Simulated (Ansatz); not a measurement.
# B: enthalpies of structure types against pressure

All-electron LAPW in Ansatz 0.2.0 under PBE, scalar-relativistic, energies extrapolated to zero smearing. Each structure type was compressed from its own relaxed volume, symmetry kept and shape relaxed on PAW files, and E(V) was fitted to energies and pressures; H = E + pV has no temperature or zero-point term. Only these types were tried: distorted graphite (P6_3/mmc, 15×15×5 mesh, 7.85 Å³/atom at rest); fcc (Fm-3m, 24×24×24 mesh, 5.89 Å³/atom at rest); diamond (Fd-3m, 18×18×18 mesh, 8.31 Å³/atom at rest); sc (Pm-3m, 22×22×22 mesh, 6.69 Å³/atom at rest); bcc (Im-3m, 22×22×22 mesh, 6.15 Å³/atom at rest). Spin polarisation is left out. Spin–orbit coupling is left out; Fermi–Dirac smearing is 0.05 to 0.1 eV. The element's standard state (alpha-B12) isn't among the types. Enthalpies carry a few meV/atom of noise from meshes and fits.

Task: Which type is lowest at zero pressure, and what follows up to 690 GPa?

Result: Among the types tried, distorted graphite is lowest at zero pressure; sc takes over from distorted graphite near 38 GPa, with a volume step of -10.2 %; fcc takes over from sc near 64 GPa, with a volume step of -10.1 %. Enthalpies against distorted graphite:

| p (GPa) | distorted graphite (meV/atom) | fcc (meV/atom) | diamond (meV/atom) | sc (meV/atom) | bcc (meV/atom) |
| --- | --- | --- | --- | --- | --- |
| 0 | 0 | 460 | 52 | 200 | 818 |
| 21 | 0 | 239 | 120 | 76 | 626 |
| 55 | 0 | -38 | 230 | -67 | 383 |
| 100 | 0 | -322 | 367 | -203 | 129 |
| 210 | 0 | -826 | 673 | -414 | -327 |
| 350 | 0 | -1271 | 1020 | -568 | -740 |
| 520 | 0 | -1667 | 1400 | -675 | -1113 |
| 660 | 0 | -1927 | 1684 | -730 | -1362 |
